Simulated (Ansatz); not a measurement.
# Copper, diamond under PBEsol: structure, energy and stiffness

What does PBEsol give for copper in the diamond structure? We relax it, solve it on a dense k-mesh, then scale the cell to 7 volumes from 88 to 112 % of the relaxed one and try a fit of the equation of state. Spin polarisation is left out. The k-meshes are 11×11×11 for the relaxation; 17×17×17 for the dense run; 17×17×17 for the volumes.

This is Cu in the diamond structure; at room conditions it is fcc.

Computed with Ansatz 0.2.0 (DFT PBEsol, plane waves (420 eV) with PAW, scalar-relativistic; PAW files made under PBE, frozen cores solved again for the functional, unless a step says otherwise).

## (1) The system as given

Symmetry: Fd-3m, No. 227, cubic system. The conventional cell has a = 5.034 Å, b = 5.034 Å, c = 5.034 Å, α = 90.00°, β = 90.00°, γ = 90.00°. Around Cu (site symmetry -43m) lie 4 Cu at 2.18 Å.

As a file:

```
CELL_PARAMETERS angstrom
0.00000 2.51687 2.51687
2.51687 0.00000 2.51687
2.51687 2.51687 0.00000
ATOMIC_POSITIONS crystal
Cu 0.12500 0.12500 0.12500
Cu 0.87500 0.87500 0.87500
```

## (2) Relaxing cell and atoms

Input file input.yaml:

```yaml
crystal:
  lattice:
    - [0.0, 2.5168736955, 2.5168736955]
    - [2.5168736955, 0.0, 2.5168736955]
    - [2.5168736955, 2.5168736955, 0.0]
  atoms:
    - { symbol: Cu, position: [0.125, 0.125, 0.125] }
    - { symbol: Cu, position: [0.875, 0.875, 0.875] }
hamiltonian:
  xc: pbesol
  pseudopotentials:
    kind: paw
    azcp:
      Cu: "pseudopotentials/Cu.paw.azcp"
basis:
  ecutwfc: 420
  fft_grid_basis: typed
kpoints:
  mp_grid: { grid: [11, 11, 11], shift: [0, 0, 0] }
magnetization:
  spin_polarized: false
scf:
  occupations: { method: fermi_dirac, width: 0.1 }
relax:
  max_steps: 60
  f_tol: 0.01
  cell: {}
```

Output:

```text
Warning: <dir> the record states the generating functional pbe (its physics header spells it `PBE`), which answers neither for hamiltonian.xc's functional nor for the pbesol family's — results may be inconsistent (PPs are generated against a specific XC)
Warning: RAYON_NUM_THREADS=2 ignored (pool sized by the plan → 2); use --threads N
Engine: ansatz 0.2.0, x86_64-unknown-linux-gnu
Pseudopotentials: kind: paw
Pseudopotential: Cu, paw, valence charge 19, recommended cutoff 420 eV (normal), <dir>
Functional definition: PBEsol
  exchange = pbesol_x
  correlation = pbesol_c
Crystal: 2 atoms, lattice volume = 31.887 Å³
Basis set: ecut = 420 eV, 609 PW (Γ), exchange–correlation on 48×48×48 points (8 copies of the dense FFT grid, shifted against one another)
Bands: 23, of which v1, the nominal top of the filled ones, is band 19 counted from 1 (18 counted from 0)
Symmetry: 48 space group operations
Space group: Fd-3m (ITA 227), of the structure as read, at distance tolerance 3.2e-5 Å
k-points: 56 of 1331
Non-local potential: Cu, projectors of the file, l = 0: 3, l = 1: 2, l = 2: 3, l = 3: 1
PAW form: soft (Blöchl's): semilocal exchange-correlation on the pseudo side does not see the compensation charge
PAW frozen core: Cu, regenerated for the run's functional, and the local potential with it (the file was generated under x = pbe(κ = 0.804, μ = 0.2195149727645171), c = pbe(β = 0.06672455060314922))
PAW one-centre angular grid: Cu, 590 points (default); XC on 64 Gauss nodes
Initial density: superposition of atomic densities (neutral atoms: chi_scale 0, normalization atom), corrected by the library's trained network
Initial wavefunctions: pseudopotential atomic-orbital guess
Functional: x = pbesol(κ = 0.804, μ = 0.12345679012345678), c = pbesol(β = 0.046)
SCF iter   1: F=—  HF=-13175.053155 eV  |F-HF|=—  |Δ(HF+E_count)|=         —  Δρ=1.62e-2  dr2=4.33e-2  ethr=1.77e-3  ⟨swp⟩=5.5  Hψ=4886  notcnv=0
preconditioner: auto → LDOS  [metal: Δε(μ)=0.029 eV  Ē_g=8.672 eV  σ=0.100 eV  W_gap=0.07  n_scr=14 (ndim 8)  ℏωp=30.8 eV  f_vac=0.061  D(μ)=0.82/eV (n_scr^D=8)  β→1.0]
SCF iter   2: F=—  HF=-13175.111016 eV  |F-HF|=—  |Δ(HF+E_count)|=   5.79e-2  Δρ=3.92e-2  dr2=2.60e-1  ethr=1.14e-4  ⟨swp⟩=2.0  Hψ=3024  notcnv=0
preconditioner: auto → Kerker (q_TF=auto, 2.809 Å⁻¹)  [metal: Δε(μ)=0.088 eV  Ē_g=8.983 eV  σ=0.100 eV  W_gap=0.21  n_scr=14 (ndim 8)  ℏωp=30.8 eV  f_vac=0.059  D(μ)=0.74/eV (n_scr^D=0)  β→0.5]
SCF iter   3: F=—  HF=-13175.043880 eV  |F-HF|=—  |Δ(HF+E_count)|=   6.71e-2  Δρ=1.25e-3  dr2=2.25e-4  ethr=1.14e-4  ⟨swp⟩=2.0  Hψ=2576  notcnv=0
SCF iter   4: F=—  HF=-13175.043915 eV  |F-HF|=—  |Δ(HF+E_count)|=   3.44e-5  Δρ=1.48e-4  dr2=9.22e-6  ethr=5.91e-7  ⟨swp⟩=2.0  Hψ=2165  notcnv=0
SCF iter   5: F=—  HF=-13175.043916 eV  |F-HF|=—  |Δ(HF+E_count)|=   1.22e-6  Δρ=1.07e-4  dr2=3.00e-6  ethr=2.43e-8  ⟨swp⟩=1.5  Hψ=1452  notcnv=0
SCF iter   6: F=—  HF=-13175.043916 eV  |F-HF|=—  |Δ(HF+E_count)|=   7.48e-7  Δρ=3.70e-5  dr2=4.84e-7  ethr=7.91e-9  ⟨swp⟩=1.0  Hψ=1288  notcnv=0
SCF iter   7: F=-13175.043917 eV  HF=-13175.043917 eV  |F-HF|=1.24e-8  |Δ(HF+E_count)|=   1.78e-7  Δρ=8.77e-6  dr2=3.93e-8  ethr=2.63e-10  ⟨swp⟩=4.0  Hψ=4484  notcnv=0
SCF 1 converged in 7 iterations: F = -13175.043917 eV  dr2 = 3.93e-8
relax step   1: F+E_penalty+E_count = -13175.04391665 eV  Δ(F+E_penalty+E_count) = +0.000e0 eV  max|allowed force component| = 2.544e-17 eV/Å  Δτ_max = 0.0000 Å  P = +10.488 GPa  Ω = 31.887 Å³  (7 SCF iters, dr2 threshold 1.00e-7 eV, accepted)
Crystal: 2 atoms, lattice volume = 33.501 Å³
Basis set: ecut = 420 eV, 645 PW (Γ), exchange–correlation on 48×48×48 points (8 copies of the dense FFT grid, shifted against one another)
Initial density: handed on by an earlier stage of this run
Initial wavefunctions: those handed on with the density
iter 1 solved again at ethr=1.11e-4 eV; its pass at ethr=3.10e-3 eV (dr2=4.22e-2 eV) is discarded
SCF iter   1: F=—  HF=-13175.129973 eV  |F-HF|=—  |Δ(HF+E_count)|=         —  Δρ=1.36e-2  dr2=4.25e-2  ethr=1.11e-4  ⟨swp⟩=1.0  Hψ=6290  notcnv=0
preconditioner: auto → Kerker (q_TF=auto, 2.786 Å⁻¹)  [metal: Δε(μ)=0.062 eV  Ē_g=8.549 eV  σ=0.100 eV  W_gap=0.15  n_scr=14 (ndim 8)  ℏωp=30.1 eV  f_vac=0.080  D(μ)=0.78/eV (n_scr^D=0)]
SCF iter   2: F=—  HF=-13175.125587 eV  |F-HF|=—  |Δ(HF+E_count)|=   4.39e-3  Δρ=7.52e-3  dr2=6.70e-3  ethr=1.11e-4  ⟨swp⟩=2.0  Hψ=2094  notcnv=0
SCF iter   3: F=—  HF=-13175.121913 eV  |F-HF|=—  |Δ(HF+E_count)|=   3.67e-3  Δρ=2.44e-3  dr2=2.15e-3  ethr=1.76e-5  ⟨swp⟩=2.4  Hψ=2404  notcnv=0
SCF iter   4: F=—  HF=-13175.121460 eV  |F-HF|=—  |Δ(HF+E_count)|=   4.54e-4  Δρ=9.22e-4  dr2=1.24e-4  ethr=5.65e-6  ⟨swp⟩=2.1  Hψ=1772  notcnv=0
SCF iter   5: F=—  HF=-13175.121607 eV  |F-HF|=—  |Δ(HF+E_count)|=   1.48e-4  Δρ=2.17e-4  dr2=1.81e-5  ethr=3.27e-7  ⟨swp⟩=2.0  Hψ=2175  notcnv=0
SCF iter   6: F=—  HF=-13175.121605 eV  |F-HF|=—  |Δ(HF+E_count)|=   2.19e-6  Δρ=1.04e-4  dr2=4.39e-6  ethr=4.76e-8  ⟨swp⟩=2.0  Hψ=1901  notcnv=0
SCF iter   7: F=-13175.121605 eV  HF=-13175.121605 eV  |F-HF|=2.05e-8  |Δ(HF+E_count)|=   7.23e-7  Δρ=1.19e-5  dr2=4.67e-8  ethr=5.26e-10  ⟨swp⟩=3.2  Hψ=5254  notcnv=0
SCF 2 converged in 7 iterations: F = -13175.121605 eV  dr2 = 4.67e-8
relax step   2: F+E_penalty+E_count = -13175.12160454 eV  Δ(F+E_penalty+E_count) = -7.769e-2 eV  max|allowed force component| = 9.714e-17 eV/Å  Δτ_max = 0.0000 Å  P = +5.316 GPa  Ω = 33.501 Å³  energy of the carried Pulay correction = -7.362e-4 eV  (7 SCF iters, dr2 threshold 2.00e-7 eV, accepted)
Crystal: 2 atoms, lattice volume = 35.337 Å³
Basis set: ecut = 420 eV, 701 PW (Γ), exchange–correlation on 48×48×48 points (8 copies of the dense FFT grid, shifted against one another)
iter 1 solved again at ethr=1.41e-4 eV; its pass at ethr=3.10e-3 eV (dr2=5.37e-2 eV) is discarded
SCF iter   1: F=—  HF=-13175.165527 eV  |F-HF|=—  |Δ(HF+E_count)|=         —  Δρ=1.51e-2  dr2=5.45e-2  ethr=1.41e-4  ⟨swp⟩=1.0  Hψ=6339  notcnv=0
preconditioner: auto → Kerker (q_TF=auto, 2.762 Å⁻¹)  [metal: Δε(μ)=0.045 eV  Ē_g=8.297 eV  σ=0.100 eV  W_gap=0.11  n_scr=14 (ndim 8)  ℏωp=29.3 eV  f_vac=0.102  D(μ)=0.80/eV (n_scr^D=0)]
SCF iter   2: F=—  HF=-13175.160481 eV  |F-HF|=—  |Δ(HF+E_count)|=   5.05e-3  Δρ=8.69e-3  dr2=9.87e-3  ethr=1.41e-4  ⟨swp⟩=2.0  Hψ=2095  notcnv=0
SCF iter   3: F=—  HF=-13175.155402 eV  |F-HF|=—  |Δ(HF+E_count)|=   5.08e-3  Δρ=2.65e-3  dr2=2.70e-3  ethr=2.60e-5  ⟨swp⟩=2.0  Hψ=2309  notcnv=0
SCF iter   4: F=—  HF=-13175.154771 eV  |F-HF|=—  |Δ(HF+E_count)|=   6.30e-4  Δρ=8.76e-4  dr2=1.35e-4  ethr=7.12e-6  ⟨swp⟩=2.1  Hψ=1849  notcnv=0
SCF iter   5: F=—  HF=-13175.154943 eV  |F-HF|=—  |Δ(HF+E_count)|=   1.71e-4  Δρ=3.45e-4  dr2=2.14e-5  ethr=3.56e-7  ⟨swp⟩=2.0  Hψ=2255  notcnv=0
SCF iter   6: F=—  HF=-13175.154933 eV  |F-HF|=—  |Δ(HF+E_count)|=   9.56e-6  Δρ=1.12e-4  dr2=5.81e-6  ethr=5.64e-8  ⟨swp⟩=2.7  Hψ=2338  notcnv=0
SCF iter   7: F=-13175.154932 eV  HF=-13175.154932 eV  |F-HF|=6.54e-9  |Δ(HF+E_count)|=   7.87e-7  Δρ=1.98e-5  dr2=1.49e-7  ethr=5.26e-10  ⟨swp⟩=3.9  Hψ=5259  notcnv=0
SCF 3 converged in 7 iterations: F = -13175.154932 eV  dr2 = 1.49e-7
relax step   3: F+E_penalty+E_count = -13175.15493230 eV  Δ(F+E_penalty+E_count) = -3.333e-2 eV  max|allowed force component| = 1.388e-16 eV/Å  Δτ_max = 0.0000 Å  P = +0.852 GPa  Ω = 35.337 Å³  energy of the carried Pulay correction = -1.531e-3 eV  (7 SCF iters, dr2 threshold 2.00e-7 eV, accepted)
Crystal: 2 atoms, lattice volume = 35.756 Å³
Basis set: ecut = 420 eV, 725 PW (Γ), exchange–correlation on 48×48×48 points (8 copies of the dense FFT grid, shifted against one another)
iter 1 solved again at ethr=7.29e-6 eV; its pass at ethr=3.10e-3 eV (dr2=2.77e-3 eV) is discarded
SCF iter   1: F=—  HF=-13175.156381 eV  |F-HF|=—  |Δ(HF+E_count)|=         —  Δρ=3.35e-3  dr2=2.72e-3  ethr=7.29e-6  ⟨swp⟩=1.3  Hψ=6192  notcnv=0
preconditioner: auto → Kerker (q_TF=auto, 2.756 Å⁻¹)  [metal: Δε(μ)=0.035 eV  Ē_g=8.144 eV  σ=0.100 eV  W_gap=0.09  n_scr=14 (ndim 8)  ℏωp=29.1 eV  f_vac=0.111  D(μ)=0.82/eV (n_scr^D=0)]
SCF iter   2: F=—  HF=-13175.156133 eV  |F-HF|=—  |Δ(HF+E_count)|=   2.48e-4  Δρ=1.89e-3  dr2=4.75e-4  ethr=7.16e-6  ⟨swp⟩=2.0  Hψ=1872  notcnv=0
SCF iter   3: F=—  HF=-13175.155884 eV  |F-HF|=—  |Δ(HF+E_count)|=   2.49e-4  Δρ=5.97e-4  dr2=1.37e-4  ethr=1.25e-6  ⟨swp⟩=2.3  Hψ=2064  notcnv=0
SCF iter   4: F=—  HF=-13175.155847 eV  |F-HF|=—  |Δ(HF+E_count)|=   3.66e-5  Δρ=1.88e-4  dr2=7.34e-6  ethr=3.62e-7  ⟨swp⟩=2.1  Hψ=1620  notcnv=0
SCF iter   5: F=—  HF=-13175.155855 eV  |F-HF|=—  |Δ(HF+E_count)|=   8.34e-6  Δρ=7.38e-5  dr2=9.94e-7  ethr=1.93e-8  ⟨swp⟩=2.0  Hψ=2190  notcnv=0
SCF iter   6: F=—  HF=-13175.155855 eV  |F-HF|=—  |Δ(HF+E_count)|=   8.17e-8  Δρ=2.75e-5  dr2=2.90e-7  ethr=5.26e-10  ⟨swp⟩=4.4  Hψ=4734  notcnv=0
SCF iter   7: F=-13175.155855 eV  HF=-13175.155855 eV  |F-HF|=4.02e-10  |Δ(HF+E_count)|=   2.94e-8  Δρ=3.80e-6  dr2=7.52e-9  ethr=5.26e-10  ⟨swp⟩=4.0  Hψ=3786  notcnv=0
SCF 4 converged in 7 iterations: F = -13175.155855 eV  dr2 = 7.52e-9
relax step   4: F+E_penalty+E_count = -13175.15585523 eV  Δ(F+E_penalty+E_count) = -9.229e-4 eV  max|allowed force component| = 9.021e-17 eV/Å  Δτ_max = 0.0000 Å  P = -0.003 GPa  Ω = 35.756 Å³  energy of the carried Pulay correction = -1.707e-3 eV  (7 SCF iters, dr2 threshold 2.00e-7 eV, accepted)
Basis set: ecut = 420 eV, 725 PW (Γ), exchange–correlation on 50×50×50 points (8 copies of the dense FFT grid, shifted against one another)
Initial wavefunctions: pseudopotential atomic-orbital guess (no wavefunctions were taken with the density)
iter 1 solved again at ethr=8.90e-8 eV; its pass at ethr=3.10e-3 eV (dr2=3.38e-5 eV) is discarded
SCF iter   1: F=—  HF=-13175.154061 eV  |F-HF|=—  |Δ(HF+E_count)|=         —  Δρ=1.79e-3  dr2=3.03e-5  ethr=8.90e-8  ⟨swp⟩=3.1  Hψ=8368  notcnv=0
preconditioner: auto → Kerker (q_TF=auto, 2.756 Å⁻¹)  [metal: Δε(μ)=0.031 eV  Ē_g=8.122 eV  σ=0.100 eV  W_gap=0.08  n_scr=14 (ndim 8)  ℏωp=29.1 eV  f_vac=0.114  D(μ)=0.83/eV (n_scr^D=0)]
SCF iter   2: F=—  HF=-13175.157055 eV  |F-HF|=—  |Δ(HF+E_count)|=   2.99e-3  Δρ=1.01e-3  dr2=3.95e-5  ethr=7.96e-8  ⟨swp⟩=2.0  Hψ=1919  notcnv=0
SCF iter   3: F=—  HF=-13175.157701 eV  |F-HF|=—  |Δ(HF+E_count)|=   6.47e-4  Δρ=4.42e-4  dr2=9.29e-6  ethr=7.96e-8  ⟨swp⟩=2.0  Hψ=1925  notcnv=0
SCF iter   4: F=—  HF=-13175.157824 eV  |F-HF|=—  |Δ(HF+E_count)|=   1.23e-4  Δρ=2.81e-5  dr2=1.46e-7  ethr=2.44e-8  ⟨swp⟩=2.0  Hψ=1873  notcnv=0
SCF iter   5: F=—  HF=-13175.157829 eV  |F-HF|=—  |Δ(HF+E_count)|=   4.68e-6  Δρ=2.35e-5  dr2=5.73e-8  ethr=3.84e-10  ⟨swp⟩=2.0  Hψ=2079  notcnv=0
SCF iter   6: F=—  HF=-13175.157829 eV  |F-HF|=—  |Δ(HF+E_count)|=   3.25e-7  Δρ=1.55e-5  dr2=2.16e-8  ethr=1.51e-10  ⟨swp⟩=2.0  Hψ=1906  notcnv=0
SCF iter   7: F=—  HF=-13175.157829 eV  |F-HF|=—  |Δ(HF+E_count)|=   1.26e-7  Δρ=3.61e-6  dr2=5.87e-9  ethr=5.68e-11  ⟨swp⟩=2.2  Hψ=1788  notcnv=0
SCF iter   8: F=—  HF=-13175.157829 eV  |F-HF|=—  |Δ(HF+E_count)|=   1.65e-9  Δρ=2.37e-6  dr2=2.52e-9  ethr=1.55e-11  ⟨swp⟩=1.0  Hψ=1288  notcnv=0
SCF iter   9: F=—  HF=-13175.157829 eV  |F-HF|=—  |Δ(HF+E_count)|=  1.82e-10  Δρ=7.44e-7  dr2=2.11e-10  ethr=6.64e-12  ⟨swp⟩=1.1  Hψ=1295  notcnv=0
SCF iter  10: F=-13175.157829 eV  HF=-13175.157829 eV  |F-HF|=5.46e-12  |Δ(HF+E_count)|=  3.46e-11  Δρ=5.72e-8  dr2=8.95e-13  ethr=1.00e-12  ⟨swp⟩=4.0  Hψ=5515  notcnv=0
SCF 5 converged in 10 iterations: F = -13175.157829 eV  dr2 = 8.95e-13
relax step   5: F+E_penalty+E_count = -13175.15782926 eV  Δ(F+E_penalty+E_count) = -1.974e-3 eV  max|allowed force component| = 8.327e-17 eV/Å  Δτ_max = 0.0000 Å  P = +0.063 GPa  Ω = 35.756 Å³  stress off target by 6.25e-2 GPa  SCF on the basis re-selected at this cell (its energy is not comparable with the rows above)  (10 SCF iters)
basis re-selected at this cell: Δ(F+E_penalty+E_count) = -1.974e-3 eV, ΔP = +0.066 GPa vs the last step (what re-selecting the basis moved, of the pressure what is left beyond the Pulay correction that the steps carried, after the strain that the cell walked since its last selection, with what the two solves' SCF thresholds leave and, on support functions, any second-order correction that the steps lacked; it is no measure of the basis error at this ecutwfc). The dense FFT grid was sized anew with the basis: this SCF ran on 25×25×25 points, the steps before it on 24×24×24, so part of this shift can come from that change (see relax.cell in the input reference). This SCF's stress stands 6.25e-2 GPa from its target on what of the cell is left free (relax.cell.stress_tol is 5.00e-2 GPa) and its largest allowed force component is 8.33e-17 eV/Å (relax.f_tol is 1.00e-2 eV/Å): not within both, so this SCF does not close the relaxation
Crystal: 2 atoms, lattice volume = 35.787 Å³
iter 1 solved again at ethr=4.13e-8 eV; its pass at ethr=3.10e-3 eV (dr2=1.57e-5 eV) is discarded
SCF iter   1: F=—  HF=-13175.157826 eV  |F-HF|=—  |Δ(HF+E_count)|=         —  Δρ=2.45e-4  dr2=1.45e-5  ethr=4.13e-8  ⟨swp⟩=2.3  Hψ=5600  notcnv=0
preconditioner: auto → Kerker (q_TF=auto, 2.756 Å⁻¹)  [metal: Δε(μ)=0.031 eV  Ē_g=8.116 eV  σ=0.100 eV  W_gap=0.08  n_scr=14 (ndim 8)  ℏωp=29.1 eV  f_vac=0.111  D(μ)=0.83/eV (n_scr^D=0)]
SCF iter   2: F=—  HF=-13175.157827 eV  |F-HF|=—  |Δ(HF+E_count)|=   1.38e-6  Δρ=1.45e-4  dr2=2.84e-6  ethr=3.82e-8  ⟨swp⟩=2.0  Hψ=1872  notcnv=0
SCF iter   3: F=—  HF=-13175.157823 eV  |F-HF|=—  |Δ(HF+E_count)|=   4.66e-6  Δρ=4.23e-5  dr2=6.87e-7  ethr=7.47e-9  ⟨swp⟩=2.3  Hψ=2026  notcnv=0
SCF iter   4: F=—  HF=-13175.157822 eV  |F-HF|=—  |Δ(HF+E_count)|=   1.50e-7  Δρ=1.55e-5  dr2=3.82e-8  ethr=1.81e-9  ⟨swp⟩=2.1  Hψ=1643  notcnv=0
SCF iter   5: F=-13175.157823 eV  HF=-13175.157823 eV  |F-HF|=1.36e-9  |Δ(HF+E_count)|=   4.82e-8  Δρ=3.15e-6  dr2=4.85e-9  ethr=2.57e-11  ⟨swp⟩=4.0  Hψ=4323  notcnv=0
SCF 6 converged in 5 iterations: F = -13175.157823 eV  dr2 = 4.85e-9
relax step   6: F+E_penalty+E_count = -13175.15782250 eV  Δ(F+E_penalty+E_count) = +6.762e-6 eV  max|allowed force component| = 8.789e-17 eV/Å  Δτ_max = 0.0000 Å  P = +0.004 GPa  Ω = 35.787 Å³  energy of the carried Pulay correction = -1.316e-5 eV  (5 SCF iters, dr2 threshold 9.77e-9 eV, accepted)
iter 1 solved again at ethr=1.85e-8 eV; its pass at ethr=3.10e-3 eV (dr2=7.03e-6 eV) is discarded
SCF iter   1: F=—  HF=-13175.157830 eV  |F-HF|=—  |Δ(HF+E_count)|=         —  Δρ=3.85e-6  dr2=4.84e-9  ethr=1.85e-8  ⟨swp⟩=3.1  Hψ=8460  notcnv=0
preconditioner: auto → Kerker (q_TF=auto, 2.756 Å⁻¹)  [metal: Δε(μ)=0.031 eV  Ē_g=8.114 eV  σ=0.100 eV  W_gap=0.08  n_scr=14 (ndim 8)  ℏωp=29.1 eV  f_vac=0.112  D(μ)=0.83/eV (n_scr^D=0)]
SCF iter   2: F=—  HF=-13175.157830 eV  |F-HF|=—  |Δ(HF+E_count)|=   2.74e-7  Δρ=2.41e-6  dr2=2.90e-9  ethr=1.27e-11  ⟨swp⟩=2.0  Hψ=2298  notcnv=0
SCF iter   3: F=—  HF=-13175.157830 eV  |F-HF|=—  |Δ(HF+E_count)|=   1.48e-9  Δρ=6.22e-6  dr2=6.71e-9  ethr=7.62e-12  ⟨swp⟩=2.0  Hψ=1906  notcnv=0  recentre
SCF iter   4: F=—  HF=-13175.157830 eV  |F-HF|=—  |Δ(HF+E_count)|=   1.37e-9  Δρ=1.66e-6  dr2=6.14e-10  ethr=7.62e-12  ⟨swp⟩=2.0  Hψ=1872  notcnv=0
SCF iter   5: F=—  HF=-13175.157830 eV  |F-HF|=—  |Δ(HF+E_count)|=  1.09e-11  Δρ=1.36e-6  dr2=3.77e-10  ethr=1.62e-12  ⟨swp⟩=2.0  Hψ=1895  notcnv=0
SCF iter   6: F=—  HF=-13175.157830 eV  |F-HF|=—  |Δ(HF+E_count)|=  3.82e-11  Δρ=6.87e-7  dr2=1.06e-10  ethr=1.00e-12  ⟨swp⟩=1.0  Hψ=1288  notcnv=0
SCF iter   7: F=-13175.157830 eV  HF=-13175.157830 eV  |F-HF|=3.64e-12  |Δ(HF+E_count)|=  1.82e-11  Δρ=5.34e-8  dr2=1.02e-12  ethr=1.00e-12  ⟨swp⟩=4.0  Hψ=5590  notcnv=0
SCF 7 converged in 7 iterations: F = -13175.157830 eV  dr2 = 1.02e-12
relax step   7: F+E_penalty+E_count = -13175.15783041 eV  Δ(F+E_penalty+E_count) = -7.910e-6 eV  max|allowed force component| = 9.946e-17 eV/Å  Δτ_max = 0.0000 Å  P = +0.004 GPa  Ω = 35.787 Å³  stress off target by 3.66e-3 GPa  SCF on the basis re-selected at this cell (its energy is not comparable with the rows above)  (7 SCF iters)
basis re-selected at this cell: Δ(F+E_penalty+E_count) = -7.910e-6 eV, ΔP = -0.000 GPa vs the last step (what re-selecting the basis moved, of the pressure what is left beyond the Pulay correction that the steps carried, after the strain that the cell walked since its last selection, with what the two solves' SCF thresholds leave and, on support functions, any second-order correction that the steps lacked; it is no measure of the basis error at this ecutwfc). This SCF's stress stands 3.66e-3 GPa from its target on what of the cell is left free (relax.cell.stress_tol is 5.00e-2 GPa) and its largest allowed force component is 9.95e-17 eV/Å (relax.f_tol is 1.00e-2 eV/Å): within both
SCF converged after 7 iterations
Free energy (F): -13175.157830 eV
Harris-Foulkes:  -13175.157830 eV  (|F-HF|=3.64e-12)
Internal energy: -13175.131522 eV  (E = F + TS)
E sigma→0 (E₀):  -13175.144676 eV
Entropy (-TS):   -0.026308 eV (-13.154 meV/atom)
Fermi energy:    9.187009 eV
--- Per-component energies (eV) ---
  E_band       = -985.386812
  E_kinetic    = 599.969301
  E_local      = -10319.905663  (includes V_loc(G=0)·N_el)
  E_nonlocal   = 790.665717
  E_hartree    = 4540.737311
  E_xc         = -174.617409
  E_vxc        = -226.211327  (∫ρ·V_xc dr)
  E_paw        = -3259.439505  (= ΣΔE_a)
  E_vpaw       = -911.379844  (= ΣTr[D̂ρ^β])
  E_aug_tail   = 0.000465  (compensation charges beyond the density's cutoff)
  E_ewald      = -5352.954145
  E_core_change = 0.412404  (= ΣΔE_core)
  E_smearing   = -0.026308  (= −TS)
  E_closure    = 0.000000  (closes the sum)
  Σ components = -13175.157830   (vs F -13175.157830, Δ=0.00e0)
--- Forces (eV/Å), atoms counted from 1 ---
  atom   1  Cu     0.00000000     0.00000000     0.00000000
  atom   2  Cu    -0.00000000    -0.00000000    -0.00000000
  max |Σ_I F_I| component: 2.31e-17 eV/Å
--- Stress (GPa, compression-positive) ---
        0.003660       0.000000       0.000000
        0.000000       0.003660       0.000000
        0.000000      -0.000000       0.003660
  P = ⅓ Tr σ = 0.0037 GPa (0.037 kbar)
--- Relaxed structure (5 steps of the walk, 5 accepted, 2 SCFs on fresh bases) ---
  F+E_penalty+E_count = -13175.15783041 eV   max|allowed force component| = 9.946e-17 eV/Å   (the final SCF, on the basis selected at the relaxed cell)
  cell:  # Å, volume = 35.7873 Å³
    - [-6.329407516209612e-34, 2.6155689716943487, 2.6155689716943487]
    - [2.6155689716943487, 8.829324419849012e-34, 2.6155689716943487]
    - [2.6155689716943487, 2.6155689716943487, 1.948979802582563e-33]
  atoms:
    - { symbol: Cu, position: [0.125, 0.125, 0.125] }
    - { symbol: Cu, position: [0.8750000000000001, 0.8750000000000001, 0.8750000000000001] }
```

Wall time 4.8 s (2 threads of an x86-64 CPU, shared host); peak memory 0.39 GiB.

Relaxation path:

```
step  energy change (meV/atom)  largest force (eV/Å)  pressure (GPa)  volume (Å³/atom)
   1                      0.00                0.0000           10.49            15.944
   2                    -38.84                0.0000            5.32            16.750
   3                    -55.51                0.0000            0.85            17.669
   4                    -55.97                0.0000            0.00            17.878
   5                    -56.96                0.0000            0.06            17.878
   6                    -56.95                0.0000            0.00            17.894
   7                    -56.96                0.0000            0.00            17.894
```

Steps that repeat a cell are solved on a basis chosen anew, so their changes of energy are no gain of the relaxation.

Changes in the cell that was computed:

|  | before | after | change |
| --- | --- | --- | --- |
| a (Å) | 3.559 | 3.699 | +3.9 % |
| b (Å) | 3.559 | 3.699 | +3.9 % |
| c (Å) | 3.559 | 3.699 | +3.9 % |
| volume (Å³/atom) | 15.944 | 17.894 | +12.2 % |
| shortest distance (Å) | 2.180 | 2.265 | +3.9 % |
| space group (spins left aside) | Fd-3m | Fd-3m | same |

[end of part 1 of 2]
